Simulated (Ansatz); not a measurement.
**V under changes of volume**

One of the cells (13.891 Å³/atom); the others are scaled copies at fixed shape and fractional positions:

```
CELL_PARAMETERS angstrom
-1.51435 1.51435 1.51435
1.51435 -1.51435 1.51435
1.51435 1.51435 -1.51435
ATOMIC_POSITIONS crystal
V 0.00000 0.00000 0.00000
```

- Program: Ansatz 0.2.0
- Functional: PBEsol
- Dispersion: D4
- Potentials or basis: Ansatz PAW
- Cutoff: 420 eV (not typed: the program's choice for these potentials)
- k mesh: 12 × 12 × 12
- Occupations: fermi-dirac, width 0.05 eV
- Spin: collinear spin, ferromagnetic start
- Starting moments: [2.0] μB

```csv
volume (Å³/atom),energy over the lowest point (meV/atom),pressure (GPa)
13.058,0.00,-3.9
13.336,10.10,-7.6
13.613,26.27,-11.0
13.891,48.01,-14.0
14.169,74.83,-16.8
14.447,106.26,-19.2
14.725,?,?
```

Question: What does the run at 14.725 Å³/atom give?

Answer: Energy over the lowest point 141.81 meV/atom; pressure -21.5 GPa.

Worked out: A Birch-Murnaghan fit of order 3 (a polynomial in V^(-2/3)) to the other rows has its minimum at 12.79 Å³/atom, just outside them, with B0 = V·E''(V) = 195 GPa and B' = 3.3. It gives 141.88 meV/atom at 14.725 Å³/atom, against the run's 141.81, and -dE/dV = -21.7 GPa, against -21.5.

Energies are extrapolated to zero smearing.

Caveats: pairwise dispersion overbinds metals, which lowers pressure and volume; the PAW data sets come from PBE, with cores solved anew for the run's functional, which leaves a small shift of forces and pressure; the starting moments weren't kept.
